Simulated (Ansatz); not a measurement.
## S on a Ge site in GeS

Computed with DFT PBE, scalar-relativistic, plane waves, PAW (Ansatz). Settings: 420 eV cutoff, 2×2×2 k-mesh, shifted by half a step, Gaussian smearing of 0.01 eV, collinear spin in charge +1 alone.

Host crystal, relaxed:

```xyz
8
Lattice="10.7854 0.0000 0.0000 0.0000 3.6648 0.0000 0.0000 0.0000 4.4582" Properties=species:S:1:pos:R:3 pbc="T T T"
Ge    9.4268    0.9162    1.6251
Ge    1.3586    2.7486    2.8331
Ge    6.7513    2.7486    3.8542
Ge    4.0341    0.9162    0.6040
S     7.0421    0.9162    2.2406
S     3.7433    2.7486    2.2177
S     9.1360    2.7486    0.0114
S     1.6494    0.9162    4.4468
```

Supercell of 48 atoms, rows in host cell vectors: 0 0 -2; 1 0 0; 0 -3 0. Atoms relax at the host's cell, keeping the symmetry that the supercell leaves at the site. The cell is small, so energies carry finite-size errors of tenths of an eV. The host's Kohn–Sham gap is 1.24 eV.

Defect: S on a Ge site, charge +2.

Command:

```bash
ansatz run input.yaml --threads 4 --pin off --max-ram 10240MiB --backend cpu --events-out ev --progress --plain --runs-dir out
```

The input:

```yaml
crystal:
  lattice:
    - [0.0, 0.0, -8.9164875459]
    - [10.7854110842, 0.0, 0.0]
    - [0.0, -10.9944601956, 0.0]
  atoms:
    - { symbol: S, position: [0.3650474137, 0.8245905458, 0.5833333333] }
    - { symbol: Ge, position: [0.8174179367, 0.8799588999, 0.5833333333] }
    - { symbol: Ge, position: [0.3108629515, 0.8750777517, 0.24533251] }
    - { symbol: Ge, position: [0.8159975091, 0.8769837746, 0.2504674578] }
    - { symbol: Ge, position: [0.3108629515, 0.8750777517, 0.9213341567] }
    - { symbol: Ge, position: [0.8159975091, 0.8769837746, 0.9161992089] }
    - { symbol: Ge, position: [0.1814963051, 0.1282377373, 0.4167725592] }
    - { symbol: Ge, position: [0.6809875088, 0.1292242141, 0.4165204292] }
    - { symbol: Ge, position: [0.1794506616, 0.1282076681, 0.0833333333] }
    - { symbol: Ge, position: [0.6805153924, 0.1284633293, 0.0833333333] }
    - { symbol: Ge, position: [0.1814963051, 0.1282377373, 0.7498941075] }
    - { symbol: Ge, position: [0.6809875088, 0.1292242141, 0.7501462374] }
    - { symbol: Ge, position: [0.05875041, 0.6327095791, 0.4115762564] }
    - { symbol: Ge, position: [0.577847123, 0.6179400886, 0.413449455] }
    - { symbol: Ge, position: [0.0580434255, 0.6263640089, 0.0833333333] }
    - { symbol: Ge, position: [0.5719957507, 0.6221374458, 0.0833333333] }
    - { symbol: Ge, position: [0.05875041, 0.6327095791, 0.7550904103] }
    - { symbol: Ge, position: [0.577847123, 0.6179400886, 0.7532172117] }
    - { symbol: Ge, position: [0.4350635976, 0.3701017983, 0.5833333333] }
    - { symbol: Ge, position: [0.9319429205, 0.3746685935, 0.5833333333] }
    - { symbol: Ge, position: [0.4293518935, 0.3748227925, 0.2497638098] }
    - { symbol: Ge, position: [0.9319308277, 0.3746183654, 0.2504367561] }
    - { symbol: Ge, position: [0.4293518935, 0.3748227925, 0.9169028569] }
    - { symbol: Ge, position: [0.9319308277, 0.3746183654, 0.9162299105] }
    - { symbol: S, position: [0.2546941899, 0.6518614397, 0.5833333333] }
    - { symbol: S, position: [0.7502574167, 0.6564345039, 0.5833333333] }
    - { symbol: S, position: [0.2401820016, 0.653828871, 0.2489384463] }
    - { symbol: S, position: [0.7560844969, 0.6523085192, 0.2492758892] }
    - { symbol: S, position: [0.2401820016, 0.653828871, 0.9177282204] }
    - { symbol: S, position: [0.7560844969, 0.6523085192, 0.9173907775] }
    - { symbol: S, position: [0.2508110832, 0.3492076507, 0.4173893938] }
    - { symbol: S, position: [0.7489864078, 0.3502903378, 0.4166584243] }
    - { symbol: S, position: [0.2479347017, 0.3487235913, 0.0833333333] }
    - { symbol: S, position: [0.75140263, 0.3493406971, 0.0833333333] }
    - { symbol: S, position: [0.2508110832, 0.3492076507, 0.7492772729] }
    - { symbol: S, position: [0.7489864078, 0.3502903378, 0.7500082424] }
    - { symbol: S, position: [0.5032074167, 0.8435967781, 0.4028980878] }
    - { symbol: S, position: [0.9982619188, 0.8519586504, 0.4169647274] }
    - { symbol: S, position: [0.4951306572, 0.8440387331, 0.0833333333] }
    - { symbol: S, position: [0.996049728, 0.8507454478, 0.0833333333] }
    - { symbol: S, position: [0.5032074167, 0.8435967781, 0.7637685788] }
    - { symbol: S, position: [0.9982619188, 0.8519586504, 0.7497019392] }
    - { symbol: S, position: [-0.0014790886, 0.1542590259, 0.5833333333] }
    - { symbol: S, position: [0.4997918995, 0.1506508523, 0.5833333333] }
    - { symbol: S, position: [-0.0010242477, 0.1543789654, 0.2505897393] }
    - { symbol: S, position: [0.4996367773, 0.1545426334, 0.2497363998] }
    - { symbol: S, position: [-0.0010242477, 0.1543789654, 0.9160769273] }
    - { symbol: S, position: [0.4996367773, 0.1545426334, 0.9169302668] }
  host:
    lattice:
      - [10.7854110842, 0.0, 0.0]
      - [0.0, 3.6648200652, 0.0]
      - [0.0, 0.0, 4.458243773]
    atoms:
      - { symbol: Ge, position: [0.8740332219, 0.25, 0.3645159668] }
      - { symbol: Ge, position: [0.1259667781, 0.75, 0.6354840332] }
      - { symbol: Ge, position: [0.6259667781, 0.75, 0.8645159668] }
      - { symbol: Ge, position: [0.3740332219, 0.25, 0.1354840332] }
      - { symbol: S, position: [0.6529281392, 0.25, 0.5025668642] }
      - { symbol: S, position: [0.3470718608, 0.75, 0.4974331358] }
      - { symbol: S, position: [0.8470718608, 0.75, 0.0025668642] }
      - { symbol: S, position: [0.1529281392, 0.25, 0.9974331358] }
total_charge: 2
basis:
  ecutwfc: 420
  xc_grid: 2
kpoints:
  mp_grid: { grid: [2, 2, 2], shift: [0.5, 0.5, 0.5] }
hamiltonian:
  xc: pbe
scf:
  occupations: { method: gaussian, width: 0.01 }
output:
  forces: true
  stress: false
  eigenvalues: true
  charged_corrections:
    defect_position: [0.31774202, 0.87403322, 0.58333333]
    epsilon: [[17.1994, 0.0, 0.0], [0.0, 22.2269, 0.0], [0.0, 0.0, 18.1313]]
  write_density: true
  write_potential: true
  elf: true
  volumetric_format: npy
relax:
  adjacent_minimum: "off"
  f_tol: 0.025
  max_steps: 45
```

From the output:

```
Warning: RAYON_NUM_THREADS=4 ignored (pool sized by the plan → 4); use --threads N
Crystal: 48 atoms, lattice volume = 1057.315 Å³
Basis set: ecut = 420 eV, 20657 PW (Γ), exchange–correlation on 120×150×150 points (8 copies of the dense FFT grid, shifted against one another)
Bands: 283, of which v1, the nominal top of the filled ones, is band 235 counted from 1 (234 counted from 0)
Symmetry: 2 space group operations
Space group: Pm (ITA 6), of the structure as read, at distance tolerance 1.0e-4 Å
k-points: 2 of 8 (time reversal used)
relax step   1: F+E_penalty+E_count = -121360.20979467 eV  Δ(F+E_penalty+E_count) = +0.000e0 eV  max|allowed force component| = 6.030e-1 eV/Å  Δτ_max = 0.0000 Å
relax step   2: F+E_penalty+E_count = -121360.30250323 eV  Δ(F+E_penalty+E_count) = -9.271e-2 eV  max|allowed force component| = 5.879e-1 eV/Å  Δτ_max = 0.1857 Å
relax step   3: F+E_penalty+E_count = -121360.44884617 eV  Δ(F+E_penalty+E_count) = -1.463e-1 eV  max|allowed force component| = 5.097e-1 eV/Å  Δτ_max = 0.1394 Å
relax step   4: F+E_penalty+E_count = -121360.44757565 eV  Δ(F+E_penalty+E_count) = +1.271e-3 eV  max|allowed force component| = 1.077e0 eV/Å  Δτ_max = 0.1911 Å
relax step   5: F+E_penalty+E_count = -121360.58339070 eV  Δ(F+E_penalty+E_count) = -1.345e-1 eV  max|allowed force component| = 2.298e-1 eV/Å  Δτ_max = 0.0908 Å
relax step   6: F+E_penalty+E_count = -121360.63753281 eV  Δ(F+E_penalty+E_count) = -5.414e-2 eV  max|allowed force component| = 1.066e-1 eV/Å  Δτ_max = 0.1000 Å
relax step   7: F+E_penalty+E_count = -121360.64877700 eV  Δ(F+E_penalty+E_count) = -1.124e-2 eV  max|allowed force component| = 1.099e-1 eV/Å  Δτ_max = 0.0593 Å
relax step   8: F+E_penalty+E_count = -121360.65376365 eV  Δ(F+E_penalty+E_count) = -4.987e-3 eV  max|allowed force component| = 5.053e-2 eV/Å  Δτ_max = 0.0289 Å
relax step   9: F+E_penalty+E_count = -121360.65076141 eV  Δ(F+E_penalty+E_count) = +3.002e-3 eV  max|allowed force component| = 5.163e-2 eV/Å  Δτ_max = 0.0460 Å
relax step  10: F+E_penalty+E_count = -121360.65491275 eV  Δ(F+E_penalty+E_count) = -1.149e-3 eV  max|allowed force component| = 7.302e-3 eV/Å  Δτ_max = 0.0189 Å
SCF converged after 6 iterations
Free energy (F): -121360.654913 eV
E sigma→0 (E₀):  -121360.654913 eV
Fermi energy:    6.932607 eV
```

The relaxation gained 0.45 eV in 10 steps. The run took 6.1 min on 4 threads of Arm Neoverse V2 (shared host), peak memory 2.9 GiB.